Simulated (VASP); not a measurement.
# CdS (Fm-3m) in VASP: notebook, part 3 of 3

VASP 6.6.1. Earlier steps stand in the parts before.

## 5. G0W0 quasiparticle levels, PBE

POSCAR

```
CdS
1.0
    0.0000000000      2.7532440000      2.7532440000
    2.7532440000      0.0000000000      2.7532440000
    2.7532440000      2.7532440000      0.0000000000
Cd S
1 1
Direct
    0.0000000000      0.0000000000      0.0000000000
    0.5000000000      0.5000000000      0.5000000000
```

INCAR.step1

```
SYSTEM = CdS
  PREC = Accurate
  ENCUT = 450
  EDIFF = 1E-8
  ISMEAR = 0
  SIGMA = 0.01
  LREAL = .FALSE.
  LASPH = .TRUE.
  NELM = 60
  ALGO = Normal
  LWAVE = .TRUE.
  LCHARG = .FALSE.
  GGA = PE
```

INCAR.step2

```
SYSTEM = CdS
  PREC = Accurate
  ENCUT = 450
  EDIFF = 1E-8
  ISMEAR = 0
  SIGMA = 0.01
  LREAL = .FALSE.
  LASPH = .TRUE.
  NELM = 1
  ALGO = Exact
  LWAVE = .TRUE.
  LCHARG = .FALSE.
  GGA = PE
  NBANDS = 59
  LOPTICS = .TRUE.
  ISTART = 1
```

INCAR.step3

```
SYSTEM = CdS
  PREC = Accurate
  ENCUT = 450
  EDIFF = 1E-8
  ISMEAR = 0
  SIGMA = 0.01
  LREAL = .FALSE.
  LASPH = .TRUE.
  ALGO = EVGW0
  LWAVE = .FALSE.
  LCHARG = .FALSE.
  GGA = PE
  NELMGW = 1
  NBANDS = 59
  ENCUTGW = 150
  NOMEGA = 72
  PRECFOCK = Fast
  ISTART = 1
  NBANDSGW = 17
```

KPOINTS

```
Automatic mesh
0
G
  3 3 3
  0 0 0
```

Potentials or basis: VASP PAW PBE potentials, release 64 (Cd_GW, S_GW).

Launch:

```bash
$ cat potpaw_PBE.64/Cd_GW/POTCAR potpaw_PBE.64/S_GW/POTCAR > POTCAR
$ cp INCAR.step1 INCAR
$ mpirun -np 1 vasp_std > vasp.out
$ cp INCAR.step2 INCAR
$ mpirun -np 1 vasp_std > vasp.out
$ cp INCAR.step3 INCAR
$ mpirun -np 1 vasp_std > vasp.out
```

OUTCAR:

```text
SYSTEM = CdS
   PREC = Accurate
   ENCUT = 450
   EDIFF = 1E-8
   ISMEAR = 0
   LREAL = .FALSE.
   LASPH = .TRUE.
   GGA = PE
   NELMGW = 1
   ENCUTGW = 150
   PRECFOCK = Fast
   ISTART = 1

 Found      4 irreducible k-points:

 Following reciprocal coordinates:
            Coordinates               Weight
  0.000000  0.000000  0.000000      1.000000
  0.333333  0.000000  0.000000      8.000000
  0.333333  0.333333  0.000000      6.000000
 -0.333333  0.333333  0.000000     12.000000
   k-points           NKPTS =      4   k-points in BZ     NKDIM =     27   number of bands    NBANDS=     59
   number of dos      NEDOS =    301   number of ions     NIONS =      2
   total plane-waves  NPLWV =  21952
   dimension x,y,z NGX =    28 NGY =   28 NGZ =   28
   dimension x,y,z NGXF=    56 NGYF=   56 NGZF=   56
   ions per type =               1   1
   NGX,Y,Z   is equivalent  to a cutoff of  11.95, 11.95, 11.95 a.u.
   NGXF,Y,Z  is equivalent  to a cutoff of  23.91, 23.91, 23.91 a.u.
 SYSTEM =  CdS
   PREC   = accura    normal or accurate (medium, high low for compatibility)
   ISTART =      1    job   : 0-new  1-cont  2-samecut
   ICHARG =      0    charge: 1-file 2-atom 10-const
   ISPIN  =      1    spin polarized calculation?
   LNONCOLLINEAR =      F non collinear calculations
   LSORBIT =      F    spin-orbit coupling
   LASPH  =      T    aspherical Exc in radial PAW
   ENCUT  =  450.0 eV  33.07 Ry    5.75 a.u.   6.73  6.73  6.73*2*pi/ulx,y,z
   NELM   =     60;   NELMIN=  2; NELMDL=  0     # of ELM steps
   EDIFF  = 0.1E-07   stopping-criterion for ELM
   LREAL  =      F    real-space projection
   EDIFFG = 0.1E-06   stopping-criterion for IOM
   NSW    =      0    number of steps for IOM
   IBRION =     -1    ionic relax: 0-MD 1-quasi-New 2-CG
   NFREE  =      0    steps in history (QN), initial steepest desc. (CG)
   ISIF   =      0    stress and relaxation
   ISYM   =      3    0-nonsym 1-usesym 2-fastsym
   POTIM  = 0.5000    time-step for ionic-motion
   TEBEG  =    0.0;   TEEND  =   0.0 temperature during run
   PSTRESS=    0.0 pullay stress
   NELECT =      18.0000    total number of electrons
   NUPDOWN=      -1.0000    fix difference up-down
   EMIN   =  10.00;   EMAX   =-10.00  energy-range for DOS
   EFERMI =   0.00;   METHOD = LEGACY
   ISMEAR =     0;   SIGMA  =   0.01  broadening in eV -4-tet -1-fermi 0-gaus
   EFERMI_NEDOS =   21; number of points for ismear=-14 and -15
   IALGO  =     38    algorithm
   IMIX   =      4    mixing-type and parameters
     AMIX     =   0.40;   BMIX     =  1.00
     AMIX_MAG =   1.60;   BMIX_MAG =  1.00
  volume/ion in A,a.u.               =      20.87       140.84
  Fermi-wavevector in a.u.,A,eV,Ry     =   1.236833  2.337275 20.813583  1.529755
  Thomas-Fermi vector in A             =   2.371425
   LORBIT       =      0    0 simple, 1 ext, 2 COOP (PROOUT), +10 PAW based schemes
   GGA     = PE    functional components
   LHFCALC =     T    Hartree Fock is set to
   PRECFOCK=fast      Normal, Fast or Accurate (Low or Medium for compatibility)
   ENCUT4O =  -1.0   cutoff for four orbital integrals eV
   NKREDX  =     1    reduce k-point grid by
   NKREDY  =     1    reduce k-point grid by
   NKREDZ  =     1    reduce k-point grid by
   AEXX    =    1.0000 exact exchange contribution
   HFSCREEN=    0.0000 screening length (either q_TF or 0.3 A-1)
   HFSCREENC=   0.0000 screening length for correlation (either q_TF or 0.3 A-1)
   ENCUTFOCK=  -1.0 apply spherical cutoff to Coloumb kernel
   IVDW    =     0    specifies the selected vdW correction
   LEPSILON=     F    determine dielectric tensor
   LRPA    =     F    only Hartree local field effects (RPA)
   LRPAFORCE           =     F    calculate RPA forces
   ENCUTGW             = 150.0    cutoff for response function in eV
   ENCUTGWSOFT         = 120.0    soft cutoff for Coulomb kernel in GW response function in eV
   ENCUTLF             =  -1.0    cutoff for local field effects
   NELMGW              =     1    number of iterations in solving QP/BSE equation
   NELMHF              =     1    number of iterations in the inner HF iteration
   NKREDLFX            =     1    NKREDLFY  =   1   NKREDLFZ  =   1
 non-spin polarized calculation
 Gauss-broadening in eV      SIGMA  =   0.01
  energy-cutoff  :      450.00
  volume of cell :       41.74
 maximum number of plane-waves:       906
  NGX = 16; NGY = 16; NGZ = 16
   NGX = 13   NGY = 13   NGZ = 13
 maximum number of plane-waves:       176

 QP shifts <psi_nk| G(iteration)W_0 |psi_nk>: iteration 1
 for sc-GW calculations column KS-energies equals QP-energies in previous step
 and V_xc(KS)=  KS-energies - (<T + V_ion + V_H > + <T+V_H+V_ion>^1  + <V_x>^1)

 k-point   1 :       0.0000    0.0000    0.0000
  band No.  KS-energies  QP-energies   sigma(KS)   V_xc(KS)     V^pw_x(r,r')   Z            occupation Imag(sigma)

      1      -8.2276      -8.3585     -12.8802     -12.6776     -20.6296       0.6461       2.0000       1.3551
      2      -3.3313      -3.9394     -16.2691     -15.3687     -23.1447       0.6753       2.0000       0.3209
      3      -3.3313      -3.9394     -16.2691     -15.3687     -23.1447       0.6753       2.0000       0.3209
      4      -3.3313      -3.9394     -16.2691     -15.3687     -23.1447       0.6753       2.0000       0.3209
      5      -3.3249      -3.8867     -16.3285     -15.5045     -23.4091       0.6818       2.0000       0.4367
      6      -3.3249      -3.8867     -16.3285     -15.5045     -23.4091       0.6818       2.0000       0.4367
[... 9 lines left out ...]
     16      15.6056      16.1293      -9.4444     -10.1578      -3.6388       0.7341       0.0000      -0.4967
     17      15.6056      16.1293      -9.4444     -10.1578      -3.6388       0.7341       0.0000      -0.4967
[... 46 lines left out ...]
      1      -7.1911      -7.2902     -13.7888     -13.6351     -21.4151       0.6445       2.0000       1.0660
      2      -3.4626      -4.0397     -16.1794     -15.3329     -23.2267       0.6817       2.0000       0.4215
      3      -3.4289      -4.0415     -15.9660     -15.0640     -22.7523       0.6792       2.0000       0.3796
      4      -3.2651      -3.8858     -16.2420     -15.3251     -23.0689       0.6769       2.0000       0.3562
      5      -3.1335      -3.7591     -16.5100     -15.5914     -23.3913       0.6811       2.0000       0.3458
      6      -2.8377      -3.3676     -16.3930     -15.6200     -23.2646       0.6856       2.0000       0.4538
[... 9 lines left out ...]
     16      19.7754      20.5253     -10.1809     -11.1813      -3.9643       0.7496       0.0000      -0.8444
     17      20.9739      21.7867     -10.2008     -11.2693      -4.0494       0.7606       0.0000      -0.8965
```

OUTCAR.step1:

```text
SYSTEM = CdS
   PREC = Accurate
   ENCUT = 450
   EDIFF = 1E-8
   ISMEAR = 0
   LREAL = .FALSE.
   LASPH = .TRUE.
[... 170 lines left out ...]
      0.00000      0.00000      0.00000         0.000000      0.000000      0.000000
      2.75324      2.75324      2.75324         0.000000      0.000000      0.000000
 -----------------------------------------------------------------------------------
    total drift:                                0.000000      0.000000      0.000000

  FREE ENERGIE OF THE ION-ELECTRON SYSTEM (eV)
  ---------------------------------------------------
  free  energy   TOTEN  =        -5.6339770733 eV

  energy  without entropy=       -5.6339770733  energy(sigma->0) =       -5.63397707
```

OUTCAR.step2:

```text
SYSTEM = CdS
   PREC = Accurate
   ENCUT = 450
   EDIFF = 1E-8
[... 538 lines left out ...]
  --------------------------------------------------------------------------------------------------------------
     0.00000    22.89151    22.89151    22.89151    -0.00000     0.00000     0.00000
     0.84156    27.65058    27.65058    27.65058    -0.00000     0.00000     0.00000
     1.68312   -11.42866   -11.42866   -11.42866    -0.00000     0.00000     0.00000
     2.52468    18.32455    18.32455    18.32455    -0.00000     0.00000     0.00000
     3.36623    21.78540    21.78540    21.78540    -0.00000     0.00000     0.00000
     4.20779   -23.56089   -23.56089   -23.56089     0.00000    -0.00000    -0.00000
[... 92 lines left out ...]
    82.47275     0.87380     0.87380     0.87380     0.00000    -0.00000    -0.00000
    83.31431     0.87713     0.87713     0.87713     0.00000    -0.00000    -0.00000
```

Run time: 23 s. Hardware: 1 thread of Intel Xeon 6975P-C (Granite Rapids), shared host; peak memory 0.23 GiB.

The run converged, but some of its settings lie outside the range that counts as converged, so its numbers aren't taken as properties of the crystal.

What came out:

```yaml
Band_gap_on_the_k_mesh_mean-field_level: 0.97 eV, indirect (least direct gap 1.47 eV)
Quasiparticle_gap: 1.63 eV
Least_direct_quasiparticle_gap: 2.16 eV
```

Caveat: the k mesh is coarse (spacing up to 0.66 Å⁻¹), so the values aren't converged; bands, screening cutoff and mesh are small and nothing is extrapolated, so the quasiparticle values aren't converged; an odd mesh through Γ misses points on the zone boundary, where band edges often lie.

## 6. For comparison

An earlier run on the cell as given: functional PBE; potentials or basis VASP PAW PBE potentials, release 64 (Cd, S); cutoff 520 eV; k mesh 8 × 8 × 8; occupations fermi-dirac, width 0.05 eV; no spin polarisation.

* Pressure: -0.1 GPa
* Band gap on the k mesh: 0.26 eV, indirect (least direct gap 1.53 eV)
